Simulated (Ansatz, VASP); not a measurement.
Two plane-wave programs on TaN

```
Ta N
1.0
     2.75058    0.00000    0.00000
     0.00000    2.75058    0.00000
     0.00000    0.00000    2.75058
Ta N
1 1
Direct
  0.00000 0.00000 0.00000
  0.50000 0.50000 0.50000
```

Alike in both runs: functional PBE; k mesh 15 × 15 × 15; occupations fermi-dirac, width 0.05 eV; no spin polarisation.

Ansatz relaxed the structure, and its values are those at the end. VASP's run is a single point on that final structure, the one shown.

```csv
,VASP,Ansatz
version,VASP 6.6.1,Ansatz 0.2.0
potentials or method,"VASP PAW PBE potentials, release 64 (Ta_pv, N)","PAW with Ansatz's default frozen-core files, scalar-relativistic"
plane-wave cutoff (eV),520,420
valence electrons in the cell,16,18
```

|  | VASP | Ansatz | Ansatz less VASP |
| --- | --- | --- | --- |
| pressure (GPa) | 0.7 | 0.0 | -0.72 |

The two sets of potentials don't hold the same shells in valence.

Spin-orbit coupling is left out, which matters for the levels of Ta.
